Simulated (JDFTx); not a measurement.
The system is BaF2 (Frankdicksonite).

```
Ba F
1.0
     0.00000    3.10005    3.10005
     3.10005    0.00000    3.10005
     3.10005    3.10005    0.00000
Ba F
1 2
Direct
  0.00000 0.00000 0.00000
  0.75000 0.75000 0.75000
  0.25000 0.25000 0.25000
```

Base run:

- Program: JDFTx 1.7.0 (patched build)
- Functional: BLYP
- Potentials or basis: PseudoDojo-SR-PBE-0.5-standard
- Cutoff: 1143 eV
- Density cutoff: 9143 eV
- k mesh: 8 × 8 × 8
- Occupations: fermi-dirac, width 0.05 eV
- Spin: no spin polarisation

Its results: band gap on the k mesh 6.89 eV, indirect (least direct gap 6.99 eV); pressure 3.2 GPa.

Task: The run is repeated on the same cell with these changes: functional from BLYP to PBE; k mesh from 8 × 8 × 8 to 5 × 5 × 5. What comes out?

Result: Band gap on the k mesh 6.85 eV, indirect (least direct gap 6.94 eV); pressure 1.1 GPa.

Several settings changed at once, so the effect can't be laid on one alone.

Caveats: the empty levels aren't tightly converged; spin-orbit coupling is left out, which moves the levels of the heavy elements; the potentials were made for another functional, which shifts forces and pressure (some runs); an odd mesh through Γ misses points on the zone boundary, where band edges often lie (some runs).
